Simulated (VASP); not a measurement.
# KTaO3 (Pm-3m) in VASP: equation of state

How stiff is KTaO3 in PBEsol, and what volume does it want? The cell is scaled to several volumes.

Program: VASP 6.6.1. These are calculated values, not measurements. Logs are shortened: lines on timing, memory, paths and dates and some standing lists are left out, and cuts for length are marked.

## Step 1: Starting point

Symmetry: Pm-3m, No. 221, cubic system. The conventional cell has a = 3.988 Å, b = 3.988 Å, c = 3.988 Å, α = 90.00°, β = 90.00°, γ = 90.00°. Ta (site symmetry m-3m) has 6 O at 1.99 Å as nearest neighbours. Around K (site symmetry m-3m) lie 12 O at 2.82 Å. Around O (site symmetry 4/mmm) lie 2 Ta at 1.99 Å.

## Step 2: Equation of state, PBEsol, 11.93 Å³/atom (volume scaled by 0.94)

Contents of INCAR:

```
PREC = Accurate ; ENCUT = 520
EDIFF = 1E-7 ; ISMEAR = -1
SIGMA = 0.05 ; LREAL = False
LASPH = True ; NELM = 60
ALGO = Normal ; ISIF = 2
LWAVE = False ; LCHARG = False
GGA = PS ; NBANDS = 27
KPAR = 2
```

Contents of KPOINTS:

```
Automatic mesh
0
Gamma
  7 7 7
```

Contents of POSCAR:

```
KTaO3
1.0
    3.9068832774      0.0000000000      0.0000000000
    0.0000000000      3.9068832774      0.0000000000
    0.0000000000      0.0000000000      3.9068832774
Ta K O
1 1 3
Direct
    0.0000000000      0.0000000000      0.0000000000
    0.5000000000      0.5000000000      0.5000000000
    0.0000000000      0.0000000000      0.5000000000
    0.0000000000      0.5000000000      0.0000000000
    0.5000000000      0.0000000000      0.0000000000
```

Potentials or basis: VASP PAW PBE potentials, release 64 (Ta_pv, K_sv, O).

Run with:

```bash
cat potpaw_PBE.64/Ta_pv/POTCAR potpaw_PBE.64/K_sv/POTCAR potpaw_PBE.64/O/POTCAR > POTCAR
mpirun -np 2 vasp_std > vasp.out
```

OUTCAR:

```text
PREC = Accurate
   ENCUT = 520
   EDIFF = 1E-7
   ISMEAR = -1
   LREAL = False
   LASPH = True
   NELM = 60
   ISIF = 2
   GGA = PS

 Found     20 irreducible k-points:

 Following reciprocal coordinates:
            Coordinates               Weight
  0.000000  0.000000  0.000000      1.000000
  0.142857  0.000000  0.000000      6.000000
  0.285714  0.000000  0.000000      6.000000
  0.428571  0.000000  0.000000      6.000000
  0.142857  0.142857  0.000000     12.000000
  0.285714  0.142857  0.000000     24.000000
   k-points           NKPTS =     20   k-points in BZ     NKDIM =     20   number of bands    NBANDS=     27
   number of dos      NEDOS =    301   number of ions     NIONS =      5
   total plane-waves  NPLWV =  27000
   dimension x,y,z NGX =    30 NGY =   30 NGZ =   30
   dimension x,y,z NGXF=    60 NGYF=   60 NGZF=   60
   ions per type =               1   1   3
   NGX,Y,Z   is equivalent  to a cutoff of  12.77, 12.77, 12.77 a.u.
   NGXF,Y,Z  is equivalent  to a cutoff of  25.53, 25.53, 25.53 a.u.
 SYSTEM =  unknown system
   PREC   = accura    normal or accurate (medium, high low for compatibility)
   ISTART =      0    job   : 0-new  1-cont  2-samecut
   ICHARG =      2    charge: 1-file 2-atom 10-const
   ISPIN  =      1    spin polarized calculation?
   LNONCOLLINEAR =      F non collinear calculations
   LSORBIT =      F    spin-orbit coupling
   LASPH  =      T    aspherical Exc in radial PAW
   ENCUT  =  520.0 eV  38.22 Ry    6.18 a.u.   7.26  7.26  7.26*2*pi/ulx,y,z
   NELM   =     60;   NELMIN=  2; NELMDL= -5     # of ELM steps
   EDIFF  = 0.1E-06   stopping-criterion for ELM
   LREAL  =      F    real-space projection
   EDIFFG = 0.1E-05   stopping-criterion for IOM
   NSW    =      0    number of steps for IOM
   IBRION =     -1    ionic relax: 0-MD 1-quasi-New 2-CG
   NFREE  =      0    steps in history (QN), initial steepest desc. (CG)
   ISIF   =      2    stress and relaxation
   ISYM   =      2    0-nonsym 1-usesym 2-fastsym
   POTIM  = 0.5000    time-step for ionic-motion
   TEBEG  =    0.0;   TEEND  =   0.0 temperature during run
   PSTRESS=    0.0 pullay stress
   NELECT =      38.0000    total number of electrons
   NUPDOWN=      -1.0000    fix difference up-down
   EMIN   =  10.00;   EMAX   =-10.00  energy-range for DOS
   EFERMI =   0.00;   METHOD = LEGACY
   ISMEAR =    -1;   SIGMA  =   0.05  broadening in eV -4-tet -1-fermi 0-gaus
   EFERMI_NEDOS =   21; number of points for ismear=-14 and -15
   IALGO  =     38    algorithm
   IMIX   =      4    mixing-type and parameters
     AMIX     =   0.40;   BMIX     =  1.00
     AMIX_MAG =   1.60;   BMIX_MAG =  1.00
  volume/ion in A,a.u.               =      11.93        80.49
  Fermi-wavevector in a.u.,A,eV,Ry     =   1.408766  2.662182 27.002425  1.984622
  Thomas-Fermi vector in A             =   2.530891
   LORBIT       =      0    0 simple, 1 ext, 2 COOP (PROOUT), +10 PAW based schemes
   GGA     = PS    functional components
   LHFCALC =     F    Hartree Fock is set to
   AEXX    =    0.0000 exact exchange contribution
   IVDW    =     0    specifies the selected vdW correction
   LEPSILON=     F    determine dielectric tensor
   LRPA    =     F    only Hartree local field effects (RPA)
 non-spin polarized calculation
  energy-cutoff  :      520.00
  volume of cell :       59.63
 maximum number of plane-waves:      1622
 NGX is ok and might be reduce to    30
   NGX = 15   NGY = 15   NGZ = 15

 number of electron      38.0000009 magnetization

 Free energy of the ion-electron system (eV)
  ---------------------------------------------------
  ext. energy  EPLUGINS =         0.00000000
  ---------------------------------------------------
  free energy    TOTEN  =       -42.74576354 eV

  energy without entropy =      -42.74576354  energy(sigma->0) =      -42.74576354

 E-fermi :   3.2304     XC(G=0): -11.4692

 val. band max:        2.0336292799   @ k =   0.4286   0.4286   0.4286
 cond. band min:       4.3054085796   @ k =   0.0000   0.0000   0.0000
 fundamental gap:      2.2717792997
 Fermi energy:         3.2303508198

 k-point     1 :       0.0000    0.0000    0.0000
  band No.  band energies     occupation
      1     -31.6942      2.00000
      2     -31.6942      2.00000
      3     -31.6942      2.00000
      4     -24.9804      2.00000
      5     -15.6139      2.00000
      6     -14.8745      2.00000
[... 19 lines left out ...]
     26       9.9990      0.00000
     27       9.9990      0.00000

 k-point     2 :       0.1429    0.0000    0.0000
  band No.  band energies     occupation
      1     -31.7180      2.00000
      2     -31.6933      2.00000
      3     -31.6933      2.00000
      4     -24.9723      2.00000
      5     -15.5564      2.00000
      6     -14.8696      2.00000
[... 19 lines left out ...]
     26      10.2757      0.00000
     27      10.5872      0.00000

 k-point     3 :       0.2857    0.0000    0.0000
  band No.  band energies     occupation
      1     -31.7706      2.00000
      2     -31.6912      2.00000
      3     -31.6912      2.00000
      4     -24.9543      2.00000
      5     -15.5216      2.00000
      6     -14.8571      2.00000
[... 19 lines left out ...]
     26      10.9481      0.00000
     27      12.1667      0.00000

 k-point     4 :       0.4286    0.0000    0.0000
  band No.  band energies     occupation
      1     -31.8122      2.00000
      2     -31.6895      2.00000
      3     -31.6895      2.00000
      4     -24.9399      2.00000
      5     -15.5391      2.00000
      6     -14.8472      2.00000
[... 19 lines left out ...]
     26      11.5295      0.00000
     27      12.6120      0.00000

 k-point     5 :       0.1429    0.1429    0.0000
  band No.  band energies     occupation
      1     -31.7174      2.00000
      2     -31.7166      2.00000
      3     -31.6924      2.00000
      4     -24.9651      2.00000
      5     -15.4768      2.00000
      6     -14.7839      2.00000
[... 19 lines left out ...]
     26      10.5663      0.00000
     27      10.9920      0.00000

 k-point     6 :       0.2857    0.1429    0.0000
  band No.  band energies     occupation
      1     -31.7695      2.00000
      2     -31.7147      2.00000
      3     -31.6902      2.00000
      4     -24.9490      2.00000
      5     -15.4086      2.00000
      6     -14.7464      2.00000
[... 19 lines left out ...]
     26      11.2507      0.00000
     27      12.4516      0.00000

 [... further k-points ...]

------------------------ aborting loop because EDIFF is reached ----------------------------------------

  FORCE on cell =-STRESS in cart. coord.  units (eV):
  Direction    XX          YY          ZZ          XY          YZ          ZX
  --------------------------------------------------------------------------------------
  -------------------------------------------------------------------------------------
  Total        5.5258831      5.5258831      5.5258831      0.0000000     -0.0000000      0.0000000
  in kB      148.4639358    148.4639358    148.4639358      0.0000000     -0.0000000      0.0000000
  external PRESSURE =     148.4639358 kB  Pullay stress =       0.0000000 kB

 VOLUME and BASIS-vectors are now :
 -----------------------------------------------------------------------------
  energy-cutoff  :      520.00
  volume of cell :       59.63
      direct lattice vectors                 reciprocal lattice vectors
     3.906883277  0.000000000  0.000000000     0.255958504  0.000000000  0.000000000
     0.000000000  3.906883277  0.000000000     0.000000000  0.255958504  0.000000000
     0.000000000  0.000000000  3.906883277     0.000000000  0.000000000  0.255958504

 POSITION                                       TOTAL-FORCE (eV/Angst)
 -----------------------------------------------------------------------------------
      0.00000      0.00000      0.00000         0.000000      0.000000      0.000000
      1.95344      1.95344      1.95344         0.000000      0.000000      0.000000
      0.00000      0.00000      1.95344         0.000000      0.000000      0.000000
      0.00000      1.95344      0.00000         0.000000      0.000000      0.000000
      1.95344      0.00000      0.00000         0.000000      0.000000      0.000000
 -----------------------------------------------------------------------------------
    total drift:                                0.000000     -0.000000      0.000000

  FREE ENERGIE OF THE ION-ELECTRON SYSTEM (eV)
  ---------------------------------------------------
  free  energy   TOTEN  =       -42.7457635399 eV

  energy  without entropy=      -42.7457635399  energy(sigma->0) =      -42.74576354
```

Wall time 27 s (2 MPI ranks of AMD EPYC 7R43 (Zen 3), shared host); peak memory 0.15 GiB.

What came out:

* Free energy: -42.7458 eV
* Pressure: 14.8 GPa
* Band gap on the k mesh: 2.27 eV, indirect (least direct gap 2.79 eV)

Caveat: the PAW data sets were made with another functional, which shifts forces and pressure a little; spin-orbit coupling is left out, which moves the levels of the heavy elements; an odd mesh through Γ misses points on the zone boundary, where band edges often lie.

## Step 3: Equation of state, PBEsol, 12.18 Å³/atom (volume scaled by 0.96)

INCAR is that of step 2.

KPOINTS is that of step 2.

Edit POSCAR of step 2 so:

```diff
@@ -2,5 +2,5 @@
 1.0
-    3.9068832774      0.0000000000      0.0000000000
-    0.0000000000      3.9068832774      0.0000000000
-    0.0000000000      0.0000000000      3.9068832774
+    3.9343974464      0.0000000000      0.0000000000
+    0.0000000000      3.9343974464      0.0000000000
+    0.0000000000      0.0000000000      3.9343974464
 Ta K O
```

Potentials or basis: VASP PAW PBE potentials, release 64 (Ta_pv, K_sv, O).

Run with:

```bash
cat potpaw_PBE.64/Ta_pv/POTCAR potpaw_PBE.64/K_sv/POTCAR potpaw_PBE.64/O/POTCAR > POTCAR
mpirun -np 2 vasp_std > vasp.out
```

Wall time 28 s (2 MPI ranks of AMD EPYC 7R43 (Zen 3), shared host); peak memory 0.15 GiB.

Results (log left out):

| Quantity | Value |
| --- | --- |
| Free energy | -42.8434 eV |
| Pressure | 9.4 GPa |
| Band gap on the k mesh | 2.23 eV, indirect (least direct gap 2.77 eV) |

Caveat: the PAW data sets were made with another functional, which shifts forces and pressure a little; spin-orbit coupling is left out, which moves the levels of the heavy elements; an odd mesh through Γ misses points on the zone boundary, where band edges often lie.

## Step 4: Equation of state, PBEsol, 12.43 Å³/atom (volume scaled by 0.98)

INCAR is that of step 3.

KPOINTS is that of step 3.

Edit POSCAR of step 3 so:

```diff
@@ -2,5 +2,5 @@
 1.0
-    3.9343974464      0.0000000000      0.0000000000
-    0.0000000000      3.9343974464      0.0000000000
-    0.0000000000      0.0000000000      3.9343974464
+    3.9615320794      0.0000000000      0.0000000000
+    0.0000000000      3.9615320794      0.0000000000
+    0.0000000000      0.0000000000      3.9615320794
 Ta K O
```

Run with:

```bash
cat potpaw_PBE.64/Ta_pv/POTCAR potpaw_PBE.64/K_sv/POTCAR potpaw_PBE.64/O/POTCAR > POTCAR
mpirun -np 2 vasp_std > vasp.out
```

Run time: 28 s. Hardware: 2 MPI ranks of AMD EPYC 7R43 (Zen 3), shared host; peak memory 0.15 GiB.

It converged, with:

| Property | Result |
| --- | --- |
| Free energy | -42.9003 eV |
| Pressure | 4.6 GPa |
| Band gap on the k mesh | 2.19 eV, indirect (least direct gap 2.74 eV) |

Caveat: the PAW data sets were made with another functional, which shifts forces and pressure a little; spin-orbit coupling is left out, which moves the levels of the heavy elements; an odd mesh through Γ misses points on the zone boundary, where band edges often lie.

## Step 5: Equation of state, PBEsol, 12.94 Å³/atom (volume scaled by 1.02)

INCAR is that of step 4.

KPOINTS is that of step 4.

Edit POSCAR of step 4 so:

```diff
@@ -2,5 +2,5 @@
 1.0
-    3.9615320794      0.0000000000      0.0000000000
-    0.0000000000      3.9615320794      0.0000000000
-    0.0000000000      0.0000000000      3.9615320794
+    4.0147133525      0.0000000000      0.0000000000
+    0.0000000000      4.0147133525      0.0000000000
+    0.0000000000      0.0000000000      4.0147133525
 Ta K O
```

Run with:

```bash
cat potpaw_PBE.64/Ta_pv/POTCAR potpaw_PBE.64/K_sv/POTCAR potpaw_PBE.64/O/POTCAR > POTCAR
mpirun -np 2 vasp_std > vasp.out
```

Run time: 25 s. Hardware: 2 MPI ranks of AMD EPYC 7R43 (Zen 3), shared host; peak memory 0.15 GiB.

It converged, with:

```
Free energy            : -42.9092 eV
Pressure               : -3.6 GPa
Band gap on the k mesh : 2.10 eV, indirect (least direct gap 2.67 eV)
```

Caveat: the PAW data sets were made with another functional, which shifts forces and pressure a little; spin-orbit coupling is left out, which moves the levels of the heavy elements; an odd mesh through Γ misses points on the zone boundary, where band edges often lie.

## Step 6: Equation of state, PBEsol, 13.20 Å³/atom (volume scaled by 1.04)

INCAR is that of step 5.

KPOINTS is that of step 5.

Edit POSCAR of step 5 so:

```diff
@@ -2,5 +2,5 @@
 1.0
-    4.0147133525      0.0000000000      0.0000000000
-    0.0000000000      4.0147133525      0.0000000000
-    0.0000000000      0.0000000000      4.0147133525
+    4.0407836503      0.0000000000      0.0000000000
+    0.0000000000      4.0407836503      0.0000000000
+    0.0000000000      0.0000000000      4.0407836503
 Ta K O
```

Potentials or basis: VASP PAW PBE potentials, release 64 (Ta_pv, K_sv, O).

Run with:

```bash
cat potpaw_PBE.64/Ta_pv/POTCAR potpaw_PBE.64/K_sv/POTCAR potpaw_PBE.64/O/POTCAR > POTCAR
mpirun -np 2 vasp_std > vasp.out
```

Wall time 26 s (2 MPI ranks of AMD EPYC 7R43 (Zen 3), shared host); peak memory 0.15 GiB.

Results (log left out):

- Free energy: -42.8681 eV
- Pressure: -7.1 GPa
- Band gap on the k mesh: 2.06 eV, indirect (least direct gap 2.64 eV)

Caveat: the PAW data sets were made with another functional, which shifts forces and pressure a little; spin-orbit coupling is left out, which moves the levels of the heavy elements; an odd mesh through Γ misses points on the zone boundary, where band edges often lie.

## Step 7: Equation of state, PBEsol, 13.45 Å³/atom (volume scaled by 1.06)

INCAR is that of step 6.

KPOINTS is that of step 6.

Edit POSCAR of step 6 so:

```diff
@@ -2,5 +2,5 @@
 1.0
-    4.0407836503      0.0000000000      0.0000000000
-    0.0000000000      4.0407836503      0.0000000000
-    0.0000000000      0.0000000000      4.0407836503
+    4.0665218197      0.0000000000      0.0000000000
+    0.0000000000      4.0665218197      0.0000000000
+    0.0000000000      0.0000000000      4.0665218197
 Ta K O
```

Run with:

```bash
cat potpaw_PBE.64/Ta_pv/POTCAR potpaw_PBE.64/K_sv/POTCAR potpaw_PBE.64/O/POTCAR > POTCAR
mpirun -np 2 vasp_std > vasp.out
```

It took 26 s on 2 MPI ranks of AMD EPYC 7R43 (Zen 3), shared host; peak memory 0.15 GiB.

Results (log left out):

- Free energy: -42.8010 eV
- Pressure: -10.2 GPa
- Band gap on the k mesh: 2.02 eV, indirect (least direct gap 2.60 eV)

Caveat: the PAW data sets were made with another functional, which shifts forces and pressure a little; spin-orbit coupling is left out, which moves the levels of the heavy elements; an odd mesh through Γ misses points on the zone boundary, where band edges often lie.

## Step 8: Equation of state, PBEsol

Potentials or basis: VASP PAW PBE potentials, release 64 (Ta_pv, K_sv, O).

This step only gathers the single runs of the series.

What came out:

```yaml
Equilibrium_volume: 12.72 Å³/atom
Bulk_modulus: 203 GPa
Pressure_derivative_of_the_bulk_modulus: 4.5
```

Energy against volume, from the lowest point:
```tsv
volume (Å³/atom)	energy (meV/atom)
11.927	35.05
12.180	15.52
12.434	4.15
12.688	0.00
12.942	2.36
13.196	10.57
13.449	24.00
```

Caveat: the PAW data sets were made with another functional, which shifts forces and pressure a little.
